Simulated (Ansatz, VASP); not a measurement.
**TePb in VASP and in Ansatz**

INCAR

```
SYSTEM = TePb
  ALGO = Normal
  EDIFF = 1E-7
  ENCUT = 520
  GGA = PE
  ISIF = 2
  ISMEAR = 0
  IVDW = 12
  LASPH = .True.
  LCHARG = .False.
  LREAL = .False.
  LWAVE = .False.
  NBANDS = 17
  NELM = 100
  PREC = Accurate
  SIGMA = 0.15
```

The input KPOINTS:

```
k-points
0
Gamma
  14 14 14
  0 0 0
```

Contents of POSCAR:

```
TePb
1.0
    3.7662962649      0.0000000000      0.0000000000
    0.0000000000      3.7662962649      0.0000000000
    0.0000000000      0.0000000000      4.5195555179
Te Pb
1 1
Direct
    0.5000000000      0.5000000000      0.5000000000
    0.0000000000      0.0000000000      0.0000000000
```

Input for Ansatz:

```yaml
crystal:
  lattice:
    - [3.7662962649, 0.0, 0.0]
    - [0.0, 3.7662962649, 0.0]
    - [0.0, 0.0, 4.5195555179]
  atoms:
    - { symbol: Te, position: [0.5, 0.5, 0.5] }
    - { symbol: Pb, position: [0.0, 0.0, 0.0] }
basis:
  ecutwfc: 420
kpoints:
  mp_grid: { grid: [14, 14, 14] }
hamiltonian:
  xc: pbe
  dispersion: d3bj
scf:
  occupations: { method: gaussian, width: 0.15 }
output:
  forces: true
  stress: true
  eigenvalues: true
```

Alike in both runs: task single point; functional PBE; dispersion D3(BJ); k mesh 14 × 14 × 14; occupations gaussian, width 0.15 eV; no spin polarisation.

```csv
,VASP,Ansatz
version,VASP 6.6.1,Ansatz 0.2.0
potentials or method,"VASP PAW PBE potentials, release 64 (Te, Pb_d)","scalar-relativistic, plane waves, PAW"
plane-wave cutoff (eV),520,420
valence electrons in the cell,20,30
```

Ansatz gave:

```
gap on the k mesh at the Fermi level (eV)       : none
pressure (GPa)                                  : -2.1
largest component of the traceless stress (GPa) : 4.07
```

**Question.** What did VASP give for the same quantities?

**Answer.** gap on the k mesh at the Fermi level (eV): none; pressure (GPa): -2.2; largest component of the traceless stress (GPa): 4.06.

A gap of «none» marks a metal or a gap that the smearing closes. The two sets of potentials don't hold the same shells in valence. Ansatz warned: «dispersion_switch_in_reach».

Caveats: pairwise dispersion overbinds metals, which lowers pressure and volume. Spin-orbit coupling is left out, which matters for the levels of Pb, Te.
